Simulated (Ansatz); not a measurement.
Level of theory: Ansatz, DFT PBE, scalar-relativistic, plane waves, PAW. All cells share a 420 eV cutoff and Γ-centred k meshes spaced at most about 0.3 Å⁻¹ (about 0.25 or finer for metals, 2π included). No spin polarisation.

Each guess is relaxed in cell and atoms at zero pressure, on a coarse mesh first where it starts far from rest and then on a converged one. The steps can't lower the symmetry of the start, but it can rise. Energies are static (0 K, no zero-point motion).

Two unrelaxed guesses for CdH6:

Guess 1.

```
Cd H
1.0
     1.92026    1.10866    4.64362
    -1.92026    1.10866    4.64362
     0.00000   -2.21733    4.64362
Cd H
1 6
Direct
  0.00000 0.00000 0.00000
  0.90525 0.12581 0.64037
  0.64037 0.90525 0.12581
  0.12581 0.64037 0.90525
  0.09475 0.87419 0.35963
  0.35963 0.09475 0.87419
  0.87419 0.35963 0.09475
```

Guess 2.

```
Cd H
1.0
     4.27353    0.00000    0.00000
     0.00000    4.27353    0.00000
     0.00000    0.00000    3.53714
Cd H
1 6
Direct
  0.50000 0.50000 0.50000
  0.67259 0.50000 0.00000
  0.32741 0.50000 0.00000
  0.50000 0.67259 0.00000
  0.50000 0.32741 0.00000
  0.00000 0.50000 0.50000
  0.50000 0.00000 0.50000
```

Question: Where do they end, and which end is lower?

Answer: Guess 1 ends lower, by 101 meV/atom. Guess 1: R-3 at 8.5 Å³/atom → R-3 at 36.2 Å³/atom; Guess 2: P4/mmm at 9.2 Å³/atom → P4/mmm at 15.7 Å³/atom. Counting H atoms around Cd (those within 1.25 times the shortest such distance or 1.15 times the sum of covalent radii; a plus sign parts nearer from farther groups; the shortest distance is added where it is long for a bond), the end of guess 1 has Cd 6+6 from 3.5 Å and the end of guess 2 has Cd 4. The end of guess 1 and the end of guess 2 both hold H–H pairs as short as in free H₂ molecules. End of guess 1. Conventional cell: a = 6.543 Å, c = 20.518 Å. Cd has 6 H at 3.54 Å and 6 H at 4.28 Å (long contacts); around H lie 1 H at 0.75 Å, 2 H at 2.99 Å, 2 H at 3.28 Å, 2 H at 3.41 Å, 1 Cd at 3.54 Å, 2 H at 3.56 Å and 1 Cd at 4.28 Å. End of guess 2. Conventional cell: a = 3.855 Å, c = 7.409 Å. Around Cd lie 4 H at 1.93 Å; H on a site of symmetry m2m has 1 H at 0.75 Å; H on a site of symmetry mmm has 2 Cd at 1.93 Å.

Cells without such a test can be saddle points. Shaken at random and relaxed again, the end of guess 1 came back. Even the lowest of the cells shown lies +0.10 eV/atom against the elements. No dispersion correction is applied, so the spacing and binding between layers, chains or molecules are poorly described (R-3, P4/mmm), and this can change margins and order among such cells. With hydrogen, zero-point motion can shift such differences by 10 meV/atom or more. Some candidate types were left out of the draw beforehand, so a known form may be missing.
